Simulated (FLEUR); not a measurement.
Input of a FLEUR MaX-R8.1 (later development tree) run:

The input inp.xml:

```xml
<?xml version="1.0" encoding="UTF-8" standalone="no"?>
<fleurInput fleurInputVersion="0.39">
   <comment>
      CdSe                                                                                                
   </comment>
   <calculationSetup>
      <cutoffs Kmax="4.0" Gmax="20.0" GmaxXC="20.0" numbands="0"/>
      <scfLoop itmax="60" minDistance="0.00001" maxIterBroyd="15" imix="Anderson" alpha="0.05" precondParam="0.0" spinf="2.0" sdNocoIR="T"/>
      <coreElectrons ctail="T" frcor="F" kcrel="0" coretail_lmax="0"/>
      <xcFunctional name="pbe" relativisticCorrections="F"/>
      <magnetism jspins="1"/>
      <soc l_soc="F" theta="0.0" phi="0.0" spav="F"/>
      <expertModes spex="0" secvar="F"/>
      <geometryOptimization l_f="F" forcealpha="1.0" forcemix="BFGS" epsdisp="0.00001" epsforce="0.00001"/>
      <ldaU l_linMix="F" mixParam="0.05" spinf="1.0"/>
   </calculationSetup>
   <cell>
      <bzIntegration valenceElectrons="72.0" mode="hist" fermiSmearingEnergy="0.00183747">
         <kPointListSelection listName="default-1"/>
         <!-- k-points included here -->
         <xi:include xmlns:xi="http://www.w3.org/2001/XInclude" href="kpts.xml"> </xi:include>
      </bzIntegration>
      <!-- symmetry operations included here -->
      <xi:include xmlns:xi="http://www.w3.org/2001/XInclude" href="sym.xml"> </xi:include>
      <bulkLattice scale="1.0">
         <bravaisMatrix>
            <row-1>    8.1258223357799988     0.0000000000000000     0.0000000000000000</row-1>
            <row-2>   -4.0629111678899994     7.0371685694753445     0.0000000000000000</row-2>
            <row-3>    0.0000000000000000     0.0000000000000000    13.2658773946919979</row-3>
         </bravaisMatrix>
      </bulkLattice>
   </cell>
   <atomSpecies>
      <species name="Cadmium (Cd)" element="Cd" atomicNumber="48">
         <mtSphere radius="2.47" gridPoints="817" logIncrement="0.016"/>
         <atomicCutoffs lmax="7" lnonsphr="5"/>
         <electronConfig flipSpins="F">
            <coreConfig>(1s1/2) (2s1/2) (2p1/2) (2p3/2) (3s1/2) (3p1/2) (3p3/2) (3d3/2) (3d5/2)</coreConfig>
            <valenceConfig>(4s1/2) (4p1/2) (4p3/2) (5s1/2) (4d3/2) (4d5/2)</valenceConfig>
         </electronConfig>
         <energyParameters s="5" p="5" d="4" f="4"/>
         <lo type="SCLO" l="0" n="4" eDeriv="0"/>
         <lo type="SCLO" l="1" n="4" eDeriv="0"/>
         <lo type="SCLO" l="1" n="4" eDeriv="1"/>
         <lo type="SCLO" l="2" n="4" eDeriv="2"/>
         <lo type="SCLO" l="3" n="4" eDeriv="2"/>
      </species>
      <species name="Selenium (Se)" element="Se" atomicNumber="34">
         <mtSphere radius="2.1" gridPoints="695" logIncrement="0.018"/>
         <atomicCutoffs lmax="6" lnonsphr="4"/>
         <electronConfig flipSpins="F">
            <coreConfig>(1s1/2) (2s1/2) (2p1/2) (2p3/2) (3s1/2) (3p1/2) (3p3/2)</coreConfig>
            <valenceConfig>(3d3/2) (3d5/2) (4s1/2) (4p1/2) (4p3/2)</valenceConfig>
            <stateOccupation state="(4p1/2)" spinUp="0.666667" spinDown="0.666667"/>
            <stateOccupation state="(4p3/2)" spinUp="1.333333" spinDown="1.333333"/>
         </electronConfig>
         <energyParameters s="4" p="4" d="4" f="4"/>
         <lo type="SCLO" l="2" n="3" eDeriv="0"/>
         <lo type="SCLO" l="0" n="4" eDeriv="2"/>
         <lo type="SCLO" l="1" n="4" eDeriv="2"/>
         <lo type="SCLO" l="3" n="4" eDeriv="2"/>
      </species>
   </atomSpecies>
   <atomGroups>
      <atomGroup species="Cadmium (Cd)">
         <relPos label="                   1">-1.000/3.000 1.000/3.000 1.000/2.000</relPos>
         <relPos label="                   2">1.000/3.000 -1.000/3.000 .0000000000</relPos>
         <force calculate="T" relaxXYZ="TTT"/>
      </atomGroup>
      <atomGroup species="Selenium (Se)">
         <relPos label="                   3">-1.000/3.000 1.000/3.000 -.1150000000</relPos>
         <relPos label="                   4">1.000/3.000 -1.000/3.000 .3850000000</relPos>
         <force calculate="T" relaxXYZ="TTT"/>
      </atomGroup>
   </atomGroups>
   <output dos="F" band="F" slice="F">
      <checks vchk="F" cdinf="F"/>
      <bandDOS minEnergy="-.5*Htr" maxEnergy="0.5*Htr" sigma="0.015" storeEVData="T"/>
      <vacuumDOS vacdos="F" integ="F" star="F" nstars="0" locx1="0.0" locy1="0.0" locx2="0.0" locy2="0.0" nstm="0" tworkf="0.0"/>
      <unfoldingBand unfoldBand="F" supercellX="1" supercellY="1" supercellZ="1"/>
      <plotting iplot="0" polar="F">
         <plot TwoD="T" vec1="  1.0  0.0  0.0" vec2="  0.0  1.0  0.0" vec3="  0.0  0.0  1.0" zero="  0.0  0.0  0.0" file="plot"/>
      </plotting>
      <chargeDensitySlicing numkpt="0" minEigenval="0.0" maxEigenval="0.0" nnne="0" pallst="F"/>
      <specialOutput eonly="F"/>
      <moessbauerParams electricFieldGradient="T" isomerShift="T" coreHyperfine="T" valenceHyperfine="T"/>
      <magneticCircularDichroism mcd="F" energyLo="-10.0" energyUp="0.0"/>
   </output>
  <!-- We include the file relax.xml here to enable relaxations (see documentation) -->
  <xi:include xmlns:xi="http://www.w3.org/2001/XInclude" href="relax.xml"> <xi:fallback/> </xi:include>
</fleurInput>
```

The input crystal.txt:

```
CdSe
&input cartesian=F /
4.3000000000  0.0000000000  0.0000000000
-2.1500000000  3.7239092363  0.0000000000
0.0000000000  0.0000000000  7.0200000000
1.8897261246
1.0 1.0 1.0

4
48 0.6666666667  0.3333333333  0.5000000000
48 0.3333333333  0.6666666667  0.0000000000
34 0.6666666667  0.3333333333  0.8850000000
34 0.3333333333  0.6666666667  0.3850000000

&kpt div1=7 div2=7 div3=4 gamma=T /
```

The input inp.xml (bands):

```
<?xml version="1.0" encoding="UTF-8" standalone="no"?>
<fleurInput fleurInputVersion="0.39">
   <comment>
      CdSe                                                                                                
   </comment>
   <calculationSetup>
      <cutoffs Kmax="4.0" Gmax="20.0" GmaxXC="20.0" numbands="0"/>
      <scfLoop itmax="60" minDistance="0.00001" maxIterBroyd="15" imix="Anderson" alpha="0.05" precondParam="0.0" spinf="2.0" sdNocoIR="T"/>
      <coreElectrons ctail="T" frcor="F" kcrel="0" coretail_lmax="0"/>
      <xcFunctional name="pbe" relativisticCorrections="F"/>
      <magnetism jspins="1"/>
      <soc l_soc="F" theta="0.0" phi="0.0" spav="F"/>
      <expertModes spex="0" secvar="F"/>
      <geometryOptimization l_f="F" forcealpha="1.0" forcemix="BFGS" epsdisp="0.00001" epsforce="0.00001"/>
      <ldaU l_linMix="F" mixParam="0.05" spinf="1.0"/>
   </calculationSetup>
   <cell>
      <bzIntegration valenceElectrons="72.0" mode="hist" fermiSmearingEnergy="0.00183747">
         <kPointListSelection listName="path-1"/>
         <!-- k-points included here -->
         <xi:include xmlns:xi="http://www.w3.org/2001/XInclude" href="kpts.xml"> </xi:include>
      </bzIntegration>
      <!-- symmetry operations included here -->
      <xi:include xmlns:xi="http://www.w3.org/2001/XInclude" href="sym.xml"> </xi:include>
      <bulkLattice scale="1.0">
         <bravaisMatrix>
            <row-1>    8.1258223357799988     0.0000000000000000     0.0000000000000000</row-1>
            <row-2>   -4.0629111678899994     7.0371685694753445     0.0000000000000000</row-2>
            <row-3>    0.0000000000000000     0.0000000000000000    13.2658773946919979</row-3>
         </bravaisMatrix>
      </bulkLattice>
   </cell>
   <atomSpecies>
      <species name="Cadmium (Cd)" element="Cd" atomicNumber="48">
         <mtSphere radius="2.47" gridPoints="817" logIncrement="0.016"/>
         <atomicCutoffs lmax="7" lnonsphr="5"/>
         <electronConfig flipSpins="F">
            <coreConfig>(1s1/2) (2s1/2) (2p1/2) (2p3/2) (3s1/2) (3p1/2) (3p3/2) (3d3/2) (3d5/2)</coreConfig>
            <valenceConfig>(4s1/2) (4p1/2) (4p3/2) (5s1/2) (4d3/2) (4d5/2)</valenceConfig>
         </electronConfig>
         <energyParameters s="5" p="5" d="4" f="4"/>
         <lo type="SCLO" l="0" n="4" eDeriv="0"/>
         <lo type="SCLO" l="1" n="4" eDeriv="0"/>
         <lo type="SCLO" l="1" n="4" eDeriv="1"/>
         <lo type="SCLO" l="2" n="4" eDeriv="2"/>
         <lo type="SCLO" l="3" n="4" eDeriv="2"/>
      </species>
      <species name="Selenium (Se)" element="Se" atomicNumber="34">
         <mtSphere radius="2.1" gridPoints="695" logIncrement="0.018"/>
         <atomicCutoffs lmax="6" lnonsphr="4"/>
         <electronConfig flipSpins="F">
            <coreConfig>(1s1/2) (2s1/2) (2p1/2) (2p3/2) (3s1/2) (3p1/2) (3p3/2)</coreConfig>
            <valenceConfig>(3d3/2) (3d5/2) (4s1/2) (4p1/2) (4p3/2)</valenceConfig>
            <stateOccupation state="(4p1/2)" spinUp="0.666667" spinDown="0.666667"/>
            <stateOccupation state="(4p3/2)" spinUp="1.333333" spinDown="1.333333"/>
         </electronConfig>
         <energyParameters s="4" p="4" d="4" f="4"/>
         <lo type="SCLO" l="2" n="3" eDeriv="0"/>
         <lo type="SCLO" l="0" n="4" eDeriv="2"/>
         <lo type="SCLO" l="1" n="4" eDeriv="2"/>
         <lo type="SCLO" l="3" n="4" eDeriv="2"/>
      </species>
   </atomSpecies>
   <atomGroups>
      <atomGroup species="Cadmium (Cd)">
         <relPos label="                   1">-1.000/3.000 1.000/3.000 1.000/2.000</relPos>
         <relPos label="                   2">1.000/3.000 -1.000/3.000 .0000000000</relPos>
         <force calculate="T" relaxXYZ="TTT"/>
      </atomGroup>
      <atomGroup species="Selenium (Se)">
         <relPos label="                   3">-1.000/3.000 1.000/3.000 -.1150000000</relPos>
         <relPos label="                   4">1.000/3.000 -1.000/3.000 .3850000000</relPos>
         <force calculate="T" relaxXYZ="TTT"/>
      </atomGroup>
   </atomGroups>
   <output dos="F" band="T" slice="F">
      <checks vchk="F" cdinf="F"/>
      <bandDOS minEnergy="-.5*Htr" maxEnergy="0.5*Htr" sigma="0.015" storeEVData="T"/>
      <vacuumDOS vacdos="F" integ="F" star="F" nstars="0" locx1="0.0" locy1="0.0" locx2="0.0" locy2="0.0" nstm="0" tworkf="0.0"/>
      <unfoldingBand unfoldBand="F" supercellX="1" supercellY="1" supercellZ="1"/>
      <plotting iplot="0" polar="F">
         <plot TwoD="T" vec1="  1.0  0.0  0.0" vec2="  0.0  1.0  0.0" vec3="  0.0  0.0  1.0" zero="  0.0  0.0  0.0" file="plot"/>
      </plotting>
      <chargeDensitySlicing numkpt="0" minEigenval="0.0" maxEigenval="0.0" nnne="0" pallst="F"/>
      <specialOutput eonly="F"/>
      <moessbauerParams electricFieldGradient="T" isomerShift="T" coreHyperfine="T" valenceHyperfine="T"/>
      <magneticCircularDichroism mcd="F" energyLo="-10.0" energyUp="0.0"/>
   </output>
  <!-- We include the file relax.xml here to enable relaxations (see documentation) -->
  <xi:include xmlns:xi="http://www.w3.org/2001/XInclude" href="relax.xml"> <xi:fallback/> </xi:include>
</fleurInput>
```

Potentials or basis: all-electron, FLAPW.

Run with:

```bash
$ inpgen -f crystal.txt -profile fast
$ # inp.xml edited to the form shown
$ fleur_MPI
$ fleur_MPI   # second run, on inp.xml (bands)
```

(1) What does it give for the band gap along the path?

(2) Estimate the band gap on the k mesh.

Answers

(1) 0.70 eV, direct.

(2) 0.70 eV, direct.

**The experiment to reproduce.**

A printed reference work, data compilation reports, for a bulk crystal of CdSe at 2 K: band gap 1.841 eV.

Measured gap of CdSe: 1.841 eV (2 K; a printed reference work, data compilation). This calculation gives 0.70 eV (-1.14 eV). So large a miss can be the level of theory's own, or it may mean another phase, state or a wrong row. Spin-orbit coupling on Cd, Se is left out. The value is that of PBE, without temperature or zero-point motion. Semilocal functionals fall short of measured gaps as a rule.
